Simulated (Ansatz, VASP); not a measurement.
## Two plane-wave programs on HfN

INCAR

```
  ALGO = Normal
  EDIFF = 1E-7
  ENCUT = 520
  GGA = PE
  ISIF = 2
  ISMEAR = -1
  LASPH = True
  LCHARG = False
  LREAL = False
  LWAVE = False
  NBANDS = 14
  NELM = 60
  PREC = Accurate
  SIGMA = 0.05
```

File KPOINTS:

```
k-points
0
Gamma
  10 10 10
```

POSCAR

```
HfN
1.0
    0.0000000000      2.2560000000      2.2560000000
    2.2560000000      0.0000000000      2.2560000000
    2.2560000000      2.2560000000      0.0000000000
Hf N
1 1
Direct
    0.0255780000      0.0115180000     -0.0135500000
    0.4868130000      0.5028510000      0.5136500000
```

input.yaml

```yaml
crystal:
  lattice:
    - [0.0, 2.256, 2.256]
    - [2.256, 0.0, 2.256]
    - [2.256, 2.256, 0.0]
  atoms:
    - { symbol: Hf, position: [0.025578, 0.011518, -0.01355] }
    - { symbol: "N", position: [0.486813, 0.502851, 0.51365] }
hamiltonian:
  xc: pbe
  pseudopotentials: { kind: paw }
kpoints:
  mp_grid: { grid: [10, 10, 10] }
scf:
  occupations: { method: fermi_dirac, width: 0.05 }
output:
  forces: true
  stress: true
  eigenvalues: true
```

Change from the starting cell: atoms moved at random, drawn with an rms of 0.05 Å.

Alike in both runs: task single point; functional PBE; k mesh 10 × 10 × 10; occupations fermi-dirac, width 0.05 eV; no spin polarisation.

|  | VASP | Ansatz |
| --- | --- | --- |
| version | VASP 6.6.1 | Ansatz 0.2.0 |
| potentials or method | VASP PAW PBE potentials, release 64 (Hf_pv, N) | Ansatz PAW |
| plane-wave cutoff (eV) | 520 | 420 |
| valence electrons in the cell | 15 | 31 |

VASP gave:

| Item | Value |
| --- | --- |
| gap on the k mesh at the Fermi level (eV) | none |
| pressure (GPa) | 6.1 |
| largest component of the traceless stress (GPa) | 2.58 |
| rms of the force components (eV/Å) | 0.808 |

Q: Estimate Ansatz's values.

A: gap on the k mesh at the Fermi level (eV): none; pressure (GPa): 8.4; largest component of the traceless stress (GPa): 2.59; rms of the force components (eV/Å): 0.809.

Atom by atom the forces differ by 0.001 eV/Å (rms over components). A gap of «none» marks a metal or a gap that the smearing closes. The two sets of potentials don't hold the same shells in valence.

Caveats: the pressure holds a Pulay correction of +0.5 GPa for the finite cutoff (Ansatz). The runs have no spin-orbit coupling, so splittings on Hf are missing.
